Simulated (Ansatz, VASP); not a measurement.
**One calculation of Ir, two programs**

Contents of INCAR:

```
PREC = Accurate
ENCUT = 520
EDIFF = 1E-6
ISMEAR = 0
SIGMA = 0.1
LREAL = F
LASPH = T
NELM = 150
ALGO = Normal
ISIF = 2
LWAVE = F
LCHARG = F
MAGMOM = 0 0 0
LORBIT = 11
LSORBIT = T
GGA_COMPAT = F
LORBMOM = T
LMAXMIX = 4
GGA = PE
NBANDS = 20
```

The input KPOINTS:

```
regular mesh
0
Gamma
  18 18 18
```

Contents of POSCAR:

```
Ir
1.0
    0.0000000000      1.9353304886      1.9353304886
    1.9353304886      0.0000000000      1.9353304886
    1.9353304886      1.9353304886      0.0000000000
Ir
1
Direct
    0.0000000000      0.0000000000      0.0000000000
```

Input for Ansatz:

```yaml
crystal:
  lattice:
    - [0.0, 1.9353304886, 1.9353304886]
    - [1.9353304886, 0.0, 1.9353304886]
    - [1.9353304886, 1.9353304886, 0.0]
  atoms:
    - { symbol: Ir, position: [0.0, 0.0, 0.0] }
basis:
  ecutwfc: 420
kpoints:
  mp_grid: { grid: [18, 18, 18] }
  band_path:
    path:
      - [[0.0, 0.0, 0.0], [0.5, 0.0, 0.5], [0.625, 0.25, 0.625]]
      - [[0.375, 0.375, 0.75], [0.0, 0.0, 0.0], [0.5, 0.5, 0.5], [0.5, 0.25, 0.75], [0.5, 0.0, 0.5]]
    npoints: 10
hamiltonian:
  xc: pbe
scf:
  occupations: { method: gaussian, width: 0.1 }
output:
  forces: true
  stress: true
  eigenvalues: true
  populations: true
  dos: { projected: true, de: 0.02 }
  bader: false
magnetization:
  noncollinear: true
  spin_orbit: true
```

Alike in both runs: task single point; functional PBE; k mesh 18 × 18 × 18; occupations gaussian, width 0.1 eV; non-collinear spin, spin-orbit coupling.

|  | VASP | Ansatz |
| --- | --- | --- |
| version | VASP 6.6.1 | Ansatz 0.2.0 |
| potentials or method | VASP PAW PBE potentials, release 64 (Ir) | plane waves, PAW |
| plane-wave cutoff (eV) | 520 | 420 |
| valence electrons in the cell | 9 | 17 |

```tsv
	VASP	Ansatz	Ansatz less VASP
gap on the k mesh at the Fermi level (eV)	none	none	-
pressure (GPa)	1.6	0.7	-0.91
net moment per atom (μB)	0.00	0.00	0.000
```

A gap of «none» marks a metal or a gap that the smearing closes. The two sets of potentials don't hold the same shells in valence.
